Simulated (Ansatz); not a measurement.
## BaS: relaxation of cell and atoms with RPBE+D3(BJ)

Crystal: BaS.

```
CELL_PARAMETERS angstrom
0.00000 3.19375 3.19375
3.19375 0.00000 3.19375
3.19375 3.19375 0.00000
ATOMIC_POSITIONS crystal
Ba 0.00000 0.00000 0.00000
S 0.50000 0.50000 0.50000
```

| Item | Value |
| --- | --- |
| Program | Ansatz 0.2.0 |
| Task | relaxation of cell and atoms |
| Functional | RPBE |
| Dispersion | D3(BJ) |
| Potentials or basis | Ansatz PAW |
| Cutoff | 420 eV (not typed: the program's choice for these potentials) |
| k mesh | 7 × 7 × 7 |
| Occupations | fermi-dirac, width 0.05 eV |
| Spin | no spin polarisation |

| Property | Result |
| --- | --- |
| Relaxed volume | 25.97 Å³/atom |
| Relaxed cell | a = 4.188 Å, b = 4.188 Å, c = 4.188 Å, α = 60.00°, β = 60.00°, γ = 60.00° |
| Space group after relaxing (to 0.05 Å) | Fm-3m (No. 225) |
| Energy gained by relaxing | 276.2 meV/atom |
| Ionic steps | 6 |
| Pressure after relaxing | 0.0 GPa |
| Band gap on the k mesh | 1.82 eV |

The path:
| step | energy change (eV) | largest force (eV/Å) | volume (Å³) |
| --- | --- | --- | --- |
| 1 | 0.0000 | 0.0000 | 65.15 |
| 2 | -0.4802 | 0.0000 | 56.08 |
| 3 | -0.5253 | 0.0000 | 49.65 |
| 4 | -0.5522 | 0.0000 | 52.26 |
| 5 | -0.5528 | 0.0000 | 51.94 |
| 6 | -0.5524 | 0.0000 | 51.94 |

Final structure:
```cif
data_structure
_symmetry_space_group_name_H-M 'P 1'
_symmetry_Int_Tables_number 1
_cell_length_a 4.1880
_cell_length_b 4.1880
_cell_length_c 4.1880
_cell_angle_alpha 60.000
_cell_angle_beta 60.000
_cell_angle_gamma 60.000
_cell_volume 51.94
loop_
_atom_site_label
_atom_site_type_symbol
_atom_site_fract_x
_atom_site_fract_y
_atom_site_fract_z
_atom_site_occupancy
Ba1 Ba 0.00000 0.00000 0.00000 1
S1 S 0.50000 0.50000 0.50000 1
```

Run time: 3.1 s on 2 threads of Intel(R) Xeon(R) Platinum 8488C (Sapphire Rapids), on a shared host, peak memory 0.4 GiB.

Caveat: the volume moved by over 15 % at a fixed basis, so the end points are rough; odd divisions of the mesh miss points on the zone boundary, where band edges often lie, so the gap on the mesh can be too wide; the plane-wave basis is chosen anew once the cell has moved, so the energies of steps on either side of that aren't comparable; spin-orbit coupling is left out, which moves the levels of the heavy elements; the volume moved by -20 % from the deposited cell, more than functionals usually miss; the PAW data sets come from PBE, with cores solved anew for the run's functional, which leaves a small shift of forces and pressure. A k mesh can miss the band edges.
